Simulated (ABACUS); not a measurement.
The system is Ge.

```xyz
2
Lattice="0.0000 2.8289 2.8289 2.8289 0.0000 2.8289 2.8289 2.8289 0.0000" Properties=species:S:1:pos:R:3 pbc="T T T"
Ge    4.2434    4.2434    4.2434
Ge    2.8289    2.8289    2.8289
```

Base run:

* Program: ABACUS 3.10.1
* Functional: SOGGA
* Potentials or basis: PseudoDojo NC SR 0.4 PBEsol stringent
* Cutoff: 1687 eV
* Density cutoff: 6748 eV
* Basis: plane waves
* k mesh: 6 × 6 × 6
* Occupations: fermi-dirac, width 0.05 eV
* Spin: no spin polarisation

Its results: band gap on the k mesh 0.07 eV, direct; pressure -0.1 GPa.

Problem. The run is repeated on the same cell with these changes: functional from SOGGA to RPBE; potentials or basis from PseudoDojo NC SR 0.4 PBEsol stringent to PseudoDojo NC SR 0.4.1 PBE standard; cutoff from 1687 eV to 1075 eV; density cutoff from 6748 eV to 4299 eV; valence electrons from 44 to 28. What comes out?

Solution. Band gap on the k mesh 0.20 eV, direct; pressure 6.1 GPa.

Caveats: the potentials were made for another functional, which shifts forces and pressure.

A k mesh can miss the band edges.
